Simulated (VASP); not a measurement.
Te2Mo:

```xyz
6
Lattice="3.5182 0.0000 0.0000 -1.7591 3.0469 0.0000 0.0000 0.0000 13.9736" Properties=species:S:1:pos:R:3 pbc="T T T"
Te    1.7591    1.0156    5.2960
Te    0.0000    2.0312   12.2828
Te    1.7591    1.0156    1.6908
Te    0.0000    2.0312    8.6776
Mo    1.7591    1.0156   10.4802
Mo    0.0000    2.0312    3.4934
```

```yaml
Program: VASP 6.6.1
Task: relaxation of cell and atoms
Functional: BLYP
Dispersion: D4
Potentials_or_basis: VASP PAW PBE potentials, release 64 (Te, Mo_sv)
Cutoff: 600 eV
k_mesh: 9 × 9 × 2
Occupations: fermi-dirac, width 0.05 eV
Spin: no spin polarisation
```

At the start: pressure 3.0 GPa; volume 24.96 Å³/atom.

**Question.** Where does the relaxation end?

**Answer.** Over 11 steps the energy falls by 10.7 meV/atom and the volume is 25.28 Å³/atom (+1.3 %); space group P6_3/mmc (No. 194, to 0.05 Å).

Step by step:
| step | energy change (eV) | largest force (eV/Å) | pressure (GPa) | volume (Å³) |
| --- | --- | --- | --- | --- |
| 1 | 0.0000 | 0.4785 | 2.98 | 149.79 |
| 2 | 0.0508 | 0.6002 | -4.09 | 160.07 |
| 3 | -0.0459 | 0.0062 | -0.17 | 153.85 |
| 4 | -0.0459 | 0.0151 | -0.11 | 153.77 |
| 5 | -0.0548 | 0.0845 | -0.13 | 153.93 |
| 6 | -0.0561 | 0.1202 | -0.13 | 154.00 |
| 7 | -0.0590 | 0.0871 | -0.16 | 153.60 |
| 8 | -0.0638 | 0.0137 | -0.24 | 152.37 |
| 9 | -0.0640 | 0.0319 | -0.26 | 152.16 |
| 10 | -0.0611 | 0.1018 | 0.81 | 150.33 |
| 11 | -0.0644 | 0.0011 | 0.00 | 151.70 |

Final structure:
```
Te Mo
1.0
     3.57015    0.00000    0.00000
    -1.78508    3.09184    0.00000
     0.00000    0.00000   13.74335
Te Mo
4 2
Direct
  0.66667 0.33333 0.38187
  0.33333 0.66667 0.88187
  0.66667 0.33333 0.11813
  0.33333 0.66667 0.61813
  0.66667 0.33333 0.75000
  0.33333 0.66667 0.25000
```

Caveat: the PAW data sets were made with another functional, which shifts forces and pressure a little.
